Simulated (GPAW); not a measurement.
The system is TaS2.

```
Ta S
1.0
     3.35000    0.00000    0.00000
    -1.67500    2.90119    0.00000
     0.00000    0.00000    5.86000
Ta S
1 2
Direct
  0.00000 0.00000 0.00000
  0.66667 0.33333 0.75000
  0.33333 0.66667 0.25000
```

```yaml
Program: GPAW 26.7.0
Task: relaxation of cell and atoms
Functional: RPBE
Potentials_or_basis: the program's PAW data sets (release 1.2.1) made for this functional
Cutoff: 600 eV
Basis: pw
k_mesh: 9 × 9 × 5
Occupations: fermi-dirac, width 0.05 eV
Spin: no spin polarisation
```

At the start: pressure 12.5 GPa; volume 18.98 Å³/atom.

Question: Where does the relaxation end?

Answer: Over 15 steps the energy falls by 104.4 meV/atom and the volume is 25.52 Å³/atom (+34.4 %); space group P-3m1 (No. 164, to 0.05 Å).

Step by step:
```tsv
step	energy change (eV)	largest force (eV/Å)	pressure (GPa)	volume (Å³)
1	0.0000	1.4015	12.48	56.95
2	-0.1200	0.6641	7.29	58.17
3	-0.1806	0.1807	1.49	59.87
4	-0.1842	0.2509	0.91	60.19
5	-0.1977	0.3932	-0.64	61.51
6	-0.2158	0.4239	-1.77	63.41
7	-0.2397	0.2695	-2.12	66.26
8	-0.2533	0.0128	-1.40	68.28
9	-0.2599	0.1369	-0.67	68.88
10	-0.2708	0.2962	0.44	69.31
11	-0.2853	0.3554	1.39	69.72
12	-0.2997	0.2328	1.51	70.70
13	-0.3077	0.0711	0.84	72.51
14	-0.3120	0.0060	0.19	74.86
15	-0.3133	0.0012	0.01	76.56
```

Final structure:
```yaml
crystal:
  lattice:
    - [3.41040, 0.00000, 0.00000]
    - [-1.70520, 2.95349, 0.00000]
    - [0.00000, 0.00000, 7.60073]
  atoms:
    - { symbol: Ta, position: [0.00000, 0.00000, 0.00000] }
    - { symbol: S, position: [0.66667, 0.33333, 0.79778] }
    - { symbol: S, position: [0.33333, 0.66667, 0.20222] }
```

Caveat: later steps reuse the first step's grids; the volume moved by over 15 % at a fixed basis, so the end points are rough; this functional lacks dispersion, which binds the layers, so the pressure and a relaxed spacing across them are unreliable, and here the layers came unbound; the volume moved by +34 % from the deposited cell, more than functionals usually miss.
